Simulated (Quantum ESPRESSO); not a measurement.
# CuO in Quantum ESPRESSO: the effect of target pressure

CuO:

```xyz
2
Lattice="2.8363 0.0000 0.0000 -1.4182 2.4563 0.0000 0.0000 0.0000 2.7681" Properties=species:S:1:pos:R:3 pbc="T T T"
Cu    0.0000    0.0000    0.0000
O     1.4182    0.8188    1.3841
```

Measurements of this composition are mostly on another form, of space group No. 15.

Alike in all runs:

| Quantity | Value |
| --- | --- |
| Program | Quantum ESPRESSO 7.5 |
| Task | relaxation of cell and atoms |
| Functional | PBE |
| Potentials or basis | SSSP 1.3 efficiency PBE |
| Cutoff | 857 eV |
| Density cutoff | 6884 eV |
| k mesh | 11 × 11 × 10 |
| Occupations | fermi-dirac, width 0.05 eV |
| Spin | no spin polarisation |

Each run relaxes the cell or the atoms first.

```csv
target pressure,relaxed volume (Å³/atom)
0 GPa,9.67
2 GPa,9.56
5 GPa,9.40
10 GPa,9.16
20 GPa,?
30 GPa,8.46
```

What does the run with target pressure 20 GPa give?

Relaxed volume 8.77 Å³/atom.

Worked out: In Murnaghan's law V^(-B') rises as a straight line in P. The other rows fit best with B' = 4.5, V0 = 9.67 Å³/atom and B0 = 163 GPa, which gives 8.77 Å³/atom at 20 GPa, against the run's 8.77.

Caveats: an odd number of electrons without spin polarisation forces a metal; a magnetic or distorted state may lie lower; the run has no spin polarisation, though such a crystal can be magnetic.
